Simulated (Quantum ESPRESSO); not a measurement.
PbS (Galena):

```
Pb S
1.0
     0.00000    2.96575    2.96575
     2.96575    0.00000    2.96575
     2.96575    2.96575    0.00000
Pb S
1 1
Direct
  0.00000 0.00000 0.00000
  0.50000 0.50000 0.50000
```

* Program: Quantum ESPRESSO 7.5
* Task: phonons
* Functional: PBE
* Potentials or basis: JTH 2.0 PBE
* Cutoff: 707 eV
* Density cutoff: 4245 eV
* k mesh: 6 × 6 × 6, shifted
* Occupations: fermi-dirac, width 0.05 eV
* Spin: no spin polarisation
* Mixing beta: 0.5
* Most SCF iterations: 120
* SCF threshold: 4e-10 Ry

The first run showed a gap, so the response started from a second, tighter run with fixed occupations.

How polar is the lattice: what are the Born charges, the two dielectric constants and the LO-TO splitting?

Born charges ±4.48 e; dielectric constants 15.80 (electrons alone) and 134.99 (static); transverse and longitudinal modes at 76 and 221 cm⁻¹.
